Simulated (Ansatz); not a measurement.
Compressing CoO: a fit and a missing row

CoO, R-3m, a = 3.091 Å, c = 6.895 Å. This isn't the usual stable structure of the compound. Ansatz: PBE, PAW, 420 eV, Γ-centred 18×18×18 mesh on 2 atoms, Gaussian smearing 0.10 eV; collinear spin, largest moment 2.5 μB. Shape and atoms are relaxed at each volume; pressure is positive in compression.

| V (Å³/atom) | P (GPa) |
| --- | --- |
| 8.937 | ? |
| 9.222 | 4.95 |
| 9.507 | 0.00 |
| 9.792 | -4.41 |
| 10.078 | -8.54 |

Question: Take V0 = 9.507 Å³/atom, fit the third-order Birch–Murnaghan form to the other rows, and predict the missing pressure.

Answer: With the Eulerian strain f = ½[(V0/V)^(2/3) − 1] and y = P/[3f(1 + 2f)^(5/2)], the form is the line y = B0 + 1.5 B0 (B0′ − 4) f. Rows (f, y): 0.01025, 153.0; -0.00975, 158.4; -0.01907, 164.5. Means f = -0.006190, y = 158.63; Σ(Δf)² = 0.0004488, ΣΔfΔy = -0.1673; the slope is their ratio. y = 156.3 − 372.8 f GPa, so B0 = 156.3 GPa and B0′ = 4 + 2 × (-372.8)/(3 × 156.3) = 2.41. At V = 8.937, f = 0.02104, y = 148.46 and P = 10.39 GPa. The run gave 10.52 GPa, so the fit is 0.13 GPa too low, a small miss on the scale of the series. The form still works here, 33 % of the fitted range beyond its end.

The cell holds one magnetic atom, so it can only be ferromagnetic; an antiferromagnetic order may lie lower.